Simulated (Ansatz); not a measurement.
Start from La2O3 (space group P-3m1, No. 164; a = 3.9061 Å, c = 6.0400 Å).

The change: every O is replaced by S; the structure is relaxed again.

Levels (all Ansatz, a program for electronic structure, PAW): PBEsol (420 eV, without spin-orbit coupling); r2SCAN (500 eV, no spin-orbit coupling); HSE06 (420 eV, without spin-orbit coupling).

One geometry, relaxed with PBEsol, under each level:

| level | band gap | lowest conduction level above the VBM at special points | pressure |
|---|---|---|---|
| PBEsol | 2.11 eV | Γ 2.11 eV; M 2.21 eV; K 2.26 eV; A 2.61 eV | 0.00 GPa |
| r2SCAN | 2.57 eV | Γ 2.57 eV; M 2.68 eV; K 2.65 eV; A 3.07 eV | 3.38 GPa |
| HSE06 | 3.01 eV | Γ 3.01 eV; M 3.18 eV; K 3.18 eV | – |

Single points use the geometry relaxed with PBEsol. Their cutoffs differ, which shifts pressures a little. Whether these cells are dynamically stable was not tested. As relaxed here, La2S3 is a hypothetical phase, not in the database extracts checked.
